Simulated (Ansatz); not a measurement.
# InPd (Pm-3m) in Ansatz: settings compared

The runs below take InPd through relaxation of cell and atoms, with revPBE+D4, BLYP+D3(BJ).

Everything below comes from runs of Ansatz 0.2.0. Logs are shortened: lines on timing, memory, paths and dates and some standing lists are left out, and cuts for length are marked.

**1. Starting point**

The structure is cubic, space group Pm-3m (No. 221). The conventional cell has a = 3.272 Å, b = 3.272 Å, c = 3.272 Å, α = 90.00°, β = 90.00°, γ = 90.00°. Around In (site symmetry m-3m) lie 8 Pd at 2.83 Å. Around Pd (site symmetry m-3m) lie 8 In at 2.83 Å.

The cell comes from a database or a generator and needn't be the stable form of this composition.

**2. Relaxation of cell and atoms, revPBE+D4**

Input file input.yaml:

```yaml
crystal:
  lattice:
    - [3.27188478, 0.0, 0.0]
    - [0.0, 3.27188478, 0.0]
    - [0.0, 0.0, 3.27188478]
  atoms:
    - { symbol: In, position: [0.0, 0.0, 0.0] }
    - { symbol: Pd, position: [0.5, 0.5, 0.5] }
hamiltonian:
  xc: revpbe
  pseudopotentials: { kind: paw }
  dispersion: d4
kpoints:
  mp_grid: { grid: [8, 8, 8] }
scf:
  occupations: { method: fermi_dirac, width: 0.05 }
output:
  forces: true
  stress: true
  eigenvalues: true
  write_density: true
  write_potential: true
  elf: true
  volumetric_format: npy
relax:
  f_tol: 0.01
  max_steps: 40
  cell: { stress_tol: 0.05 }
```

Potentials or basis: Ansatz PAW.

Command:

```sh
ansatz run input.yaml --threads 2 --pin off --max-ram 5632MiB --backend cpu --events-out ev --progress --plain --runs-dir out
```

Log:

```text
Warning: RAYON_NUM_THREADS=2 ignored (pool sized by the plan → 2); use --threads N
Engine: ansatz 0.2.0, x86_64-unknown-linux-gnu
Pseudopotentials: kind: paw
Pseudopotential: In, paw, valence charge 13, recommended cutoff 420 eV (normal), In.paw.azcp
Pseudopotential: Pd, paw, valence charge 18, recommended cutoff 420 eV (normal), Pd.paw.azcp
Functional definition: revPBE
  parameter kappa = 1.245
  parameter beta = 0.06672455060314922
  exchange = pbe_x(kappa = kappa, mu = beta*pi^2/3)
  correlation = pbe_c(beta = beta)
Crystal: 2 atoms, lattice volume = 35.026 Å³
Basis set: ecut = 420 eV, 691 PW (Γ), exchange–correlation on 48×48×48 points (8 copies of the dense FFT grid, shifted against one another)
Bands: 20, of which v1, the nominal top of the filled ones, is band 16 counted from 1 (15 counted from 0)
Symmetry: 48 space group operations
Space group: Pm-3m (ITA 221), of the structure as read, at distance tolerance 3.3e-5 Å
k-points: 35 of 512
Non-local potential: In, projectors of the file, l = 0: 2, l = 1: 2, l = 2: 2, l = 3: 2
Non-local potential: Pd, projectors of the file, l = 0: 2, l = 1: 2, l = 2: 2, l = 3: 1
PAW form: soft (Blöchl's): semilocal exchange-correlation on the pseudo side does not see the compensation charge
PAW frozen core: In, regenerated for the run's functional, and the local potential with it (the file was generated under x = pbe(κ = 0.804, μ = 0.2195149727645171), c = pbe(β = 0.06672455060314922))
PAW frozen core: Pd, regenerated for the run's functional, and the local potential with it (the file was generated under x = pbe(κ = 0.804, μ = 0.2195149727645171), c = pbe(β = 0.06672455060314922))
PAW one-centre angular grid: In, 590 points (default); XC on 64 Gauss nodes
PAW one-centre angular grid: Pd, 590 points (default); XC on 64 Gauss nodes
Initial density: superposition of atomic densities (neutral atoms: chi_scale 0, normalization atom), corrected by the library's trained network
Initial wavefunctions: pseudopotential atomic-orbital guess
Functional: x = revpbe(κ = 1.245, μ = 0.2195149727645171), c = pbe(β = 0.06672455060314922)
SCF iter   1: F=—  HF=-12584.560389 eV  |F-HF|=—  |Δ(HF+E_count)|=         —  Δρ=5.22e-3  dr2=1.00e-2  ethr=1.77e-3  ⟨swp⟩=5.8  Hψ=3162  notcnv=0
preconditioner: auto → none  [metal: Δε(μ)=0.131 eV  Ē_g=14.624 eV  σ=0.050 eV  W_gap=0.49  n_scr=6 (ndim 8)  ℏωp=30.1 eV  f_vac=0.000  D(μ)=1.33/eV (n_scr^D=6)  sad-step TF]
SCF iter   2: F=—  HF=-12584.559532 eV  |F-HF|=—  |Δ(HF+E_count)|=   8.57e-4  Δρ=2.97e-3  dr2=3.91e-3  ethr=3.23e-5  ⟨swp⟩=1.7  Hψ=1051  notcnv=0
SCF iter   3: F=—  HF=-12584.558688 eV  |F-HF|=—  |Δ(HF+E_count)|=   8.44e-4  Δρ=3.75e-4  dr2=3.20e-5  ethr=1.26e-5  ⟨swp⟩=2.0  Hψ=809  notcnv=0
SCF iter   4: F=—  HF=-12584.558687 eV  |F-HF|=—  |Δ(HF+E_count)|=   1.07e-6  Δρ=1.18e-4  dr2=4.66e-6  ethr=1.03e-7  ⟨swp⟩=2.1  Hψ=1035  notcnv=0
iter 5 did not close the SCF: its close was put off for the readings that it lacked (scf_convergence_deferred on its scf_iter line)
SCF iter   5: F=-12584.558686 eV  HF=-12584.558686 eV  |F-HF|=7.87e-8  |Δ(HF+E_count)|=   8.28e-7  Δρ=2.23e-5  dr2=6.05e-8  ethr=1.50e-8  ⟨swp⟩=2.0  Hψ=1049  notcnv=0
SCF iter   6: F=-12584.558686 eV  HF=-12584.558686 eV  |F-HF|=1.27e-10  |Δ(HF+E_count)|=   9.67e-8  Δρ=1.75e-6  dr2=6.33e-10  ethr=1.95e-10  ⟨swp⟩=6.3  Hψ=4118  notcnv=0
SCF 1 converged in 6 iterations: F = -12584.558686 eV  dr2 = 6.33e-10
relax step   1: F+E_penalty+E_count = -12584.55868607 eV  Δ(F+E_penalty+E_count) = +0.000e0 eV  max|allowed force component| = 2.304e-29 eV/Å  Δτ_max = 0.0000 Å  P = -0.494 GPa  Ω = 35.026 Å³  (6 SCF iters, dr2 threshold 1.00e-7 eV, accepted)
Crystal: 2 atoms, lattice volume = 34.696 Å³
Initial density: handed on by an earlier stage of this run
Initial wavefunctions: those handed on with the density
iter 1 solved again at ethr=2.58e-6 eV; its pass at ethr=3.10e-3 eV (dr2=8.00e-4 eV) is discarded
SCF iter   1: F=—  HF=-12584.558839 eV  |F-HF|=—  |Δ(HF+E_count)|=         —  Δρ=1.26e-3  dr2=8.73e-4  ethr=2.58e-6  ⟨swp⟩=2.0  Hψ=3745  notcnv=0
preconditioner: auto → none  [insulator: Δε(μ)=0.119 eV  Ē_g=14.669 eV  σ=0.050 eV  W_gap=0.50  n_scr=6 (ndim 8)  ℏωp=30.2 eV  f_vac=0.000  D(μ)=1.35/eV (n_scr^D=6)  ε∞_Penn≈5.2]
SCF iter   2: F=—  HF=-12584.558672 eV  |F-HF|=—  |Δ(HF+E_count)|=   1.67e-4  Δρ=3.65e-4  dr2=5.23e-5  ethr=2.58e-6  ⟨swp⟩=2.0  Hψ=808  notcnv=0
SCF iter   3: F=—  HF=-12584.558659 eV  |F-HF|=—  |Δ(HF+E_count)|=   1.23e-5  Δρ=1.01e-4  dr2=4.59e-6  ethr=1.69e-7  ⟨swp⟩=1.2  Hψ=712  notcnv=0
iter 4 did not close the SCF: its close was put off for the readings that it lacked (scf_convergence_deferred on its scf_iter line)
SCF iter   4: F=-12584.558659 eV  HF=-12584.558659 eV  |F-HF|=9.90e-9  |Δ(HF+E_count)|=   6.95e-7  Δρ=1.25e-5  dr2=2.15e-8  ethr=1.48e-8  ⟨swp⟩=2.1  Hψ=841  notcnv=0
iter 5 did not close the SCF: its close was put off for the readings that it lacked (scf_convergence_deferred on its scf_iter line)
SCF iter   5: F=-12584.558659 eV  HF=-12584.558659 eV  |F-HF|=1.30e-9  |Δ(HF+E_count)|=   1.68e-8  Δρ=2.69e-6  dr2=1.74e-9  ethr=6.95e-11  ⟨swp⟩=2.0  Hψ=1239  notcnv=0
SCF iter   6: F=-12584.558659 eV  HF=-12584.558659 eV  |F-HF|=1.06e-10  |Δ(HF+E_count)|=  3.97e-10  Δρ=8.68e-7  dr2=1.49e-10  ethr=5.60e-12  ⟨swp⟩=4.1  Hψ=3560  notcnv=0
SCF 2 converged in 6 iterations: F = -12584.558659 eV  dr2 = 1.49e-10
relax step   2: F+E_penalty+E_count = -12584.55865862 eV  Δ(F+E_penalty+E_count) = +2.745e-5 eV  max|allowed force component| = 8.645e-30 eV/Å  Δτ_max = 0.0000 Å  P = +0.713 GPa  Ω = 34.696 Å³  energy of the carried Pulay correction = +1.854e-4 eV  (6 SCF iters, dr2 threshold 2.00e-7 eV, rejected (line search))
Crystal: 2 atoms, lattice volume = 34.890 Å³
iter 1 solved again at ethr=8.65e-7 eV; its pass at ethr=3.10e-3 eV (dr2=2.68e-4 eV) is discarded
SCF iter   1: F=—  HF=-12584.559032 eV  |F-HF|=—  |Δ(HF+E_count)|=         —  Δρ=7.42e-4  dr2=3.08e-4  ethr=8.65e-7  ⟨swp⟩=2.0  Hψ=3683  notcnv=0
preconditioner: auto → none  [metal: Δε(μ)=0.119 eV  Ē_g=14.627 eV  σ=0.050 eV  W_gap=0.49  n_scr=6 (ndim 8)  ℏωp=30.1 eV  f_vac=0.000  D(μ)=1.35/eV (n_scr^D=6)]
SCF iter   2: F=—  HF=-12584.558977 eV  |F-HF|=—  |Δ(HF+E_count)|=   5.51e-5  Δρ=2.15e-4  dr2=1.84e-5  ethr=8.65e-7  ⟨swp⟩=2.1  Hψ=822  notcnv=0
SCF iter   3: F=—  HF=-12584.558981 eV  |F-HF|=—  |Δ(HF+E_count)|=   3.73e-6  Δρ=5.90e-5  dr2=1.56e-6  ethr=5.92e-8  ⟨swp⟩=1.2  Hψ=713  notcnv=0
SCF iter   4: F=—  HF=-12584.558975 eV  |F-HF|=—  |Δ(HF+E_count)|=   5.49e-6  Δρ=7.27e-6  dr2=7.39e-9  ethr=5.03e-9  ⟨swp⟩=2.1  Hψ=836  notcnv=0
SCF iter   5: F=—  HF=-12584.558975 eV  |F-HF|=—  |Δ(HF+E_count)|=   6.19e-9  Δρ=1.54e-6  dr2=5.77e-10  ethr=2.39e-11  ⟨swp⟩=2.0  Hψ=1239  notcnv=0
SCF iter   6: F=—  HF=-12584.558975 eV  |F-HF|=—  |Δ(HF+E_count)|=  1.47e-10  Δρ=4.72e-7  dr2=4.56e-11  ethr=1.86e-12  ⟨swp⟩=2.0  Hψ=1099  notcnv=0
SCF iter   7: F=-12584.558975 eV  HF=-12584.558975 eV  |F-HF|=1.82e-12  |Δ(HF+E_count)|=  7.28e-12  Δρ=3.84e-8  dr2=2.93e-13  ethr=1.00e-12  ⟨swp⟩=5.1  Hψ=2687  notcnv=0
SCF 3 converged in 7 iterations: F = -12584.558975 eV  dr2 = 2.93e-13
relax step   3: F+E_penalty+E_count = -12584.55897529 eV  Δ(F+E_penalty+E_count) = -2.892e-4 eV  max|allowed force component| = 7.626e-30 eV/Å  Δτ_max = 0.0000 Å  P = -0.007 GPa  Ω = 34.890 Å³  energy of the carried Pulay correction = +7.605e-5 eV  (7 SCF iters, accepted)
Initial wavefunctions: pseudopotential atomic-orbital guess (no wavefunctions were taken with the density)
iter 1 solved again at ethr=2.73e-8 eV; its pass at ethr=3.10e-3 eV (dr2=8.46e-6 eV) is discarded
SCF iter   1: F=—  HF=-12584.558886 eV  |F-HF|=—  |Δ(HF+E_count)|=         —  Δρ=1.13e-5  dr2=8.37e-9  ethr=2.73e-8  ⟨swp⟩=3.5  Hψ=4962  notcnv=0
preconditioner: auto → none  [metal: Δε(μ)=0.109 eV  Ē_g=14.627 eV  σ=0.050 eV  W_gap=0.46  n_scr=6 (ndim 8)  ℏωp=30.1 eV  f_vac=0.000  D(μ)=1.35/eV (n_scr^D=6)]
SCF iter   2: F=—  HF=-12584.558893 eV  |F-HF|=—  |Δ(HF+E_count)|=   7.02e-6  Δρ=4.98e-6  dr2=1.64e-9  ethr=2.70e-11  ⟨swp⟩=2.0  Hψ=1243  notcnv=0
SCF iter   3: F=—  HF=-12584.558893 eV  |F-HF|=—  |Δ(HF+E_count)|=   1.49e-9  Δρ=1.16e-6  dr2=1.04e-10  ethr=5.28e-12  ⟨swp⟩=2.4  Hψ=1018  notcnv=0
iter 4 did not close the SCF: its close was put off for the readings that it lacked (scf_convergence_deferred on its scf_iter line)
SCF iter   4: F=-12584.558893 eV  HF=-12584.558893 eV  |F-HF|=3.64e-12  |Δ(HF+E_count)|=  1.27e-10  Δρ=1.88e-7  dr2=4.89e-12  ethr=1.00e-12  ⟨swp⟩=2.0  Hψ=1206  notcnv=0
iter 5 did not close the SCF: its close was put off for the readings that it lacked (scf_convergence_deferred on its scf_iter line)
SCF iter   5: F=-12584.558893 eV  HF=-12584.558893 eV  |F-HF|=3.64e-12  |Δ(HF+E_count)|=  1.82e-12  Δρ=1.64e-8  dr2=6.08e-14  ethr=1.00e-12  ⟨swp⟩=1.0  Hψ=700  notcnv=0
iter 6 did not close the SCF: its close was put off for the readings that it lacked (scf_convergence_deferred on its scf_iter line)
SCF iter   6: F=-12584.558893 eV  HF=-12584.558893 eV  |F-HF|=0.00e0  |Δ(HF+E_count)|=  3.64e-12  Δρ=4.57e-9  dr2=4.67e-15  ethr=1.00e-12  ⟨swp⟩=1.0  Hψ=700  notcnv=0
iter 7 did not close the SCF: its close was put off for the readings that it lacked (scf_convergence_deferred on its scf_iter line)
SCF iter   7: F=-12584.558893 eV  HF=-12584.558893 eV  |F-HF|=3.64e-12  |Δ(HF+E_count)|=  3.64e-12  Δρ=4.89e-10  dr2=9.32e-17  ethr=1.00e-12  ⟨swp⟩=1.0  Hψ=700  notcnv=0
SCF iter   8: F=-12584.558893 eV  HF=-12584.558893 eV  |F-HF|=1.82e-12  |Δ(HF+E_count)|=  3.64e-12  Δρ=1.44e-10  dr2=8.14e-18  ethr=1.00e-12  ⟨swp⟩=1.9  Hψ=1633  notcnv=0
SCF 4 converged in 8 iterations: F = -12584.558893 eV  dr2 = 8.14e-18
relax step   4: F+E_penalty+E_count = -12584.55889310 eV  Δ(F+E_penalty+E_count) = +8.219e-5 eV  max|allowed force component| = 9.466e-30 eV/Å  Δτ_max = 0.0000 Å  P = -0.005 GPa  Ω = 34.890 Å³  stress off target by 4.51e-3 GPa  SCF on the basis re-selected at this cell (its energy is not comparable with the rows above)  (8 SCF iters)
basis re-selected at this cell: Δ(F+E_penalty+E_count) = +8.219e-5 eV, ΔP = +0.002 GPa vs the last step (what re-selecting the basis moved, of the pressure what is left beyond the Pulay correction that the steps carried, after the strain that the cell walked since its last selection, with what the two solves' SCF thresholds leave and, on support functions, any second-order correction that the steps lacked; it is no measure of the basis error at this ecutwfc). This SCF's stress stands 4.51e-3 GPa from its target on what of the cell is left free (relax.cell.stress_tol is 5.00e-2 GPa) and its largest allowed force component is 9.47e-30 eV/Å (relax.f_tol is 1.00e-2 eV/Å): within both
SCF converged after 8 iterations
Free energy (F): -12584.558893 eV
Harris-Foulkes:  -12584.558893 eV  (|F-HF|=1.82e-12)
Internal energy: -12584.548840 eV  (E = F + TS)
E sigma→0 (E₀):  -12584.553866 eV
Entropy (-TS):   -0.010053 eV (-5.027 meV/atom)
Fermi energy:    16.842788 eV
--- Per-component energies (eV) ---
  E_band       = -139.778519
  E_kinetic    = 760.655759
  E_local      = -2893.291314  (includes V_loc(G=0)·N_el)
  E_nonlocal   = 584.464997
  E_hartree    = 1178.385568
  E_xc         = -385.296088
  E_vxc        = -311.956977  (∫ρ·V_xc dr)
  E_paw        = -7918.997537  (= ΣΔE_a)
  E_vpaw       = -636.422360  (= ΣTr[D̂ρ^β])
  E_aug_tail   = 0.000239  (compensation charges beyond the density's cutoff)
  E_ewald      = -3908.979628
  E_disp       = -1.460995  (pairwise vdW)
  E_core_change = -0.029840  (= ΣΔE_core)
  E_smearing   = -0.010053  (= −TS)
  E_closure    = -0.000000  (closes the sum)
  Σ components = -12584.558893   (vs F -12584.558893, Δ=0.00e0)
--- Forces (eV/Å), atoms counted from 1 ---
  atom   1  In     0.00000000    -0.00000000     0.00000000
  atom   2  Pd     0.00000000     0.00000000    -0.00000000
  max |Σ_I F_I| component: 1.89e-29 eV/Å
--- Stress (GPa, compression-positive) ---
       -0.004505       0.000000       0.000000
        0.000000      -0.004505       0.000000
        0.000000       0.000000      -0.004505
  P = ⅓ Tr σ = -0.0045 GPa (-0.045 kbar)
--- Band table (eV; the first three rows and the last of 35) ---
  k-point 0: bands = ["-67.6138", "-33.3646", "-33.3646", "-33.3646", "1.9071", "1.9071", "2.3188", "2.3188", "2.3188", "6.8482", "13.0824", "13.0824", "14.6355", "14.6355", "14.6355", "21.1808", "21.1808", "21.1808", "26.4509", "27.4909"]
  k-point 1: bands = ["-67.6136", "-33.3694", "-33.3643", "-33.3643", "1.9155", "1.9590", "2.3031", "2.3031", "2.3235", "7.0977", "13.0850", "13.1186", "14.4578", "14.4578", "14.6246", "19.6771", "21.6704", "21.6704", "26.8487", "27.3988"]
  k-point 2: bands = ["-67.6131", "-33.3809", "-33.3634", "-33.3634", "1.9360", "2.0838", "2.2656", "2.2656", "2.3349", "7.8397", "13.0399", "13.0914", "14.0850", "14.0850", "14.5985", "17.4183", "22.9743", "22.9743", "26.9781", "27.1581"]
  k-point 34: bands = ["-67.6093", "-33.3912", "-33.3912", "-33.3912", "2.0472", "2.0472", "2.0472", "2.5315", "2.5315", "12.0338", "12.0338", "12.0338", "15.2518", "15.2518", "16.9268", "20.7212", "20.7212", "20.7212", "21.3397", "21.3397"]
--- Relaxed structure (3 steps of the walk, 2 accepted, 1 SCFs on fresh bases) ---
  F+E_penalty+E_count = -12584.55889310 eV   max|allowed force component| = 9.466e-30 eV/Å   (the final SCF, on the basis selected at the relaxed cell)
  cell:  # Å, volume = 34.8903 Å³
    - [3.2676456048484464, 1.2839532962581572e-34, 0.0]
    - [1.2839532962581572e-34, 3.2676456048484464, 0.0]
    - [0.0, 0.0, 3.2676456048484464]
  atoms:
    - { symbol: In, position: [-7.361144714754532e-47, 0.0, 0.0] }
    - { symbol: Pd, position: [0.5, 0.5, 0.5] }
```

It took 8.8 s on 2 threads of Intel Xeon at 2.50GHz (Skylake/Cascade Lake), shared host; peak memory 0.36 GiB.

What came out:

```yaml
Free_energy: -12584.5589 eV
Relaxed_volume: 17.45 Å³/atom
Relaxed_cell: a = 3.268 Å, b = 3.268 Å, c = 3.268 Å, α = 90.00°, β = 90.00°, γ = 90.00°
Space_group_after_relaxing_to_0.05_Å: Pm-3m (No. 221)
Energy_gained_by_relaxing: 0.1 meV/atom
Ionic_steps: 3
Pressure_after_relaxing: 0.0 GPa
Band_gap_on_the_k_mesh: none (metal or under the smearing width)
```

Step by step:
| step | energy change (eV) | largest force (eV/Å) | volume (Å³) |
| --- | --- | --- | --- |
| 1 | 0.0000 | 0.0000 | 35.03 |
| 2 | -0.0003 | 0.0000 | 34.89 |
| 3 | -0.0002 | 0.0000 | 34.89 |

Final structure:
```xyz
2
Lattice="3.2676 0.0000 0.0000 0.0000 3.2676 0.0000 0.0000 0.0000 3.2676" Properties=species:S:1:pos:R:3 pbc="T T T"
In    0.0000    0.0000    0.0000
Pd    1.6338    1.6338    1.6338
```

Caveat: the plane-wave basis is chosen anew once the cell has moved, so the energies of steps on either side of that aren't comparable; pairwise dispersion overbinds metals, which lowers pressure and volume; the PAW data sets come from PBE, with cores solved anew for the run's functional, which leaves a small shift of forces and pressure.

**3. Relaxation of cell and atoms, BLYP+D3(BJ)**

Edit input.yaml of step 2 so:

```diff
@@ -9,5 +9,5 @@
 hamiltonian:
-  xc: revpbe
+  xc: blyp
   pseudopotentials: { kind: paw }
-  dispersion: d4
+  dispersion: d3bj
 kpoints:
@@ -20,6 +20,2 @@
   eigenvalues: true
-  write_density: true
-  write_potential: true
-  elf: true
-  volumetric_format: npy
 relax:
```

Potentials or basis: Ansatz PAW.

Command:

```sh
ansatz run input.yaml --threads 2 --pin off --max-ram 5632MiB --backend cpu --events-out ev --progress --plain --runs-dir out
```

Wall time 8.1 s (2 threads of Intel Xeon at 2.50GHz (Skylake/Cascade Lake), shared host); peak memory 0.35 GiB.

The run converged. Its results:

```yaml
Free_energy: -12604.5405 eV
Relaxed_volume: 17.41 Å³/atom
Relaxed_cell: a = 3.265 Å, b = 3.265 Å, c = 3.265 Å, α = 90.00°, β = 90.00°, γ = 90.00°
Space_group_after_relaxing_to_0.05_Å: Pm-3m (No. 221)
Energy_gained_by_relaxing: 0.2 meV/atom
Ionic_steps: 3
Pressure_after_relaxing: 0.0 GPa
Band_gap_on_the_k_mesh: none (metal or under the smearing width)
```

The path:
```
step  energy change (eV)  largest force (eV/Å)  volume (Å³)
   1              0.0000                0.0000        35.03
   2             -0.0006                0.0000        34.82
   3             -0.0005                0.0000        34.82
```

Final structure:
```cif
data_structure
_symmetry_space_group_name_H-M 'P 1'
_symmetry_Int_Tables_number 1
_cell_length_a 3.2654
_cell_length_b 3.2654
_cell_length_c 3.2654
_cell_angle_alpha 90.000
_cell_angle_beta 90.000
_cell_angle_gamma 90.000
_cell_volume 34.82
loop_
_atom_site_label
_atom_site_type_symbol
_atom_site_fract_x
_atom_site_fract_y
_atom_site_fract_z
_atom_site_occupancy
In1 In 0.00000 0.00000 0.00000 1
Pd1 Pd 0.50000 0.50000 0.50000 1
```

Levels at points of the mesh, in eV from the Fermi level:
```tsv
k point	band 11	band 12	band 13	band 14	band 15	band 16	band 17	band 18	band 19	band 20
(0.00, 0.00, 0.00)	-3.78	-3.78	-2.26	-2.26	-2.26	4.30	4.30	4.30	9.26	11.01
(0.00, 0.00, -0.50)	-5.88	-3.77	-3.24	-3.24	-2.34	-1.09	9.58	9.58	10.29	10.92
(0.00, -0.50, -0.50)	-3.45	-2.66	-2.66	-2.13	-2.13	-1.69	1.41	2.55	9.39	11.57
(-0.50, -0.50, -0.50)	-4.82	-4.82	-1.65	-1.65	-0.28	4.07	4.07	4.07	4.54	4.54
```

Caveat: the plane-wave basis is chosen anew once the cell has moved, so the energies of steps on either side of that aren't comparable; pairwise dispersion overbinds metals, which lowers pressure and volume; the PAW data sets come from PBE, with cores solved anew for the run's functional, which leaves a small shift of forces and pressure.
